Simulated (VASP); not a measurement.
# VASP inputs for NaF (strained measured structure)

INCAR

```
ISIF = 2
NBANDS = 14
METAGGA = R2SCAN
NSW = 0
LELF = .TRUE.
NELM = 120
PREC = Accurate
LCHARG = .TRUE.
ENCUT = 520
LWAVE = .FALSE.
IBRION = -1
ALGO = Normal
EDIFF = 1E-7
SIGMA = 0.01
LASPH = .TRUE.
ISMEAR = 0
LREAL = .FALSE.
```

KPOINTS

```
KPOINTS created by Atomic Simulation Environment
0
Gamma
10 10 10
0 0 0
```

KPOINTS_OPT

```
special points
6
Reciprocal
0.0000000000 0.0000000000 0.0000000000 1
0.5000000000 0.0000000000 0.5000000000 1
0.6250000000 0.2500000000 0.6250000000 1
0.3750000000 0.3750000000 0.7500000000 1
0.5000000000 0.5000000000 0.5000000000 1
0.5000000000 0.2500000000 0.7500000000 1
```

POSCAR

```
Na F
 1.0000000000000000
     0.0000000000000000    2.3574295280999999    2.3574295280999999
     2.3574295280999999    0.0000000000000000    2.3574295280999999
     2.3574295280999999    2.3574295280999999    0.0000000000000000
 Na  F
   1   1
Cartesian
  0.0000000000000000  0.0000000000000000  0.0000000000000000
  2.3574295280999999  2.3574295280999999  2.3574295280999999
```

VASP ran with the recommended PBE PAW datasets (14 valence electrons in the cell).

Question: What does this run give?

Answer: gap between bands v and c 6.89 eV; least direct gap 6.89 eV; pressure -4.1 GPa.

Band v is the last that the valence electrons fill when counted band by band, and c is the next. Levels in eV from the top of v:

| point | v−1 | v | c | c+1 |
| --- | --- | --- | --- | --- |
| Γ | 0.00 | 0.00 | 6.89 | 19.41 |
| X | -0.38 | -0.38 | 13.61 | 13.72 |
| K | -0.76 | -0.34 | 13.29 | 13.69 |
| L | -0.24 | -0.24 | 11.29 | 12.96 |
| W | -0.81 | -0.52 | 13.67 | 13.67 |
